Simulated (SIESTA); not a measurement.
P under changes of volume

One of the cells (20.867 Å³/atom); the others are scaled copies at fixed shape and fractional positions:

```
P
1.0
     1.65866   -5.50123    0.00000
     1.65866    5.50123    0.00000
     0.00000    0.00000    4.57373
P
4
Direct
  0.90414 0.09586 0.58882
  0.09586 0.90414 0.41118
  0.59586 0.40414 0.08882
  0.40414 0.59586 0.91118
```

- Program: SIESTA 5.4.2
- Functional: PBEsol
- Potentials or basis: PseudoDojo 0.4 standard (PBEsol files)
- Basis: DZP (energy shift 0.003 Ry)
- Grid cutoff: 500 Ry
- Energy shift: 0.003 Ry
- k mesh: 8 × 8 × 6
- Occupations: fermi-dirac, width 0.05 eV
- Spin: no spin polarisation

| volume (Å³/atom) | energy over the lowest point (meV/atom) | pressure (GPa) | largest force (eV/Å) |
| --- | --- | --- | --- |
| 19.230 | 26.77 | 6.3 | 1.169 |
| 19.639 | 13.23 | 4.3 | 0.949 |
| 20.049 | 4.59 | 2.5 | 0.746 |
| 20.867 | 0.00 | -0.6 | 0.397 |
| 21.276 | ? | ? | ? |
| 21.685 | 9.64 | -3.1 | 0.186 |

Task: What does the run at 21.276 Å³/atom give?

Result: Energy over the lowest point 3.22 meV/atom; pressure -1.9 GPa; largest force 0.261 eV/Å.

Worked out: A Birch-Murnaghan fit of order 3 (a polynomial in V^(-2/3)) to the other rows has its minimum at 20.70 Å³/atom with B0 = V·E''(V) = 73 GPa and B' = 4.4 at fixed shape and positions, which overstates the stiffness. It gives 3.23 meV/atom at 21.276 Å³/atom, against the run's 3.22, and -dE/dV = -1.9 GPa, against -1.9.

Energies are extrapolated to zero smearing.

Caveats: the basis of atomic orbitals isn't converged, which shifts pressures, moduli and gaps; forces of over 1 eV/Å show positions far from the minimum, so gaps and moduli don't describe the material at rest (some runs).
